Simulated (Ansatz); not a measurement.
Strain response of SiO₂

Level of theory: DFT LDA, scalar-relativistic, plane waves, PAW (Ansatz). (420 eV cutoff, 6×6×4 k-mesh, Gaussian smearing of 0.02 eV, no spin polarisation)

The relaxed crystal:

```
Si O
1.0
     5.03870    0.00000    0.00000
    -2.51935    4.36364    0.00000
     0.00000    0.00000    5.52485
Si O
3 6
Direct
  0.00000 0.50000 0.33333
  0.50000 0.50000 0.66667
  0.50000 0.00000 0.00000
  0.58439 0.79220 0.83333
  0.79220 0.58439 0.50000
  0.79220 0.20780 0.16667
  0.41561 0.20780 0.83333
  0.20780 0.41561 0.50000
  0.20780 0.79220 0.16667
```

Deformation: biaxial strain in the a-b plane, with the length and tilt of c and the atoms relaxed, all within the symmetry that the strain leaves. Energies are extrapolated to zero smearing. Stress is positive in compression, on the Cartesian axes of the cell above. Gaps are Kohn–Sham gaps over the whole zone.

Strains computed: -2.0, -1.0, +1.0, +2.0 %.

**Question.** At which strain does the energy stand 4.8 meV/atom over the relaxed crystal with σxx = -2.83, σyy = -2.83, σzz = -0.01 GPa?

**Answer.** +2.0 %. The gap there is 5.43 eV against 5.49 unstrained.

This form isn't the usual stable structure of the compound.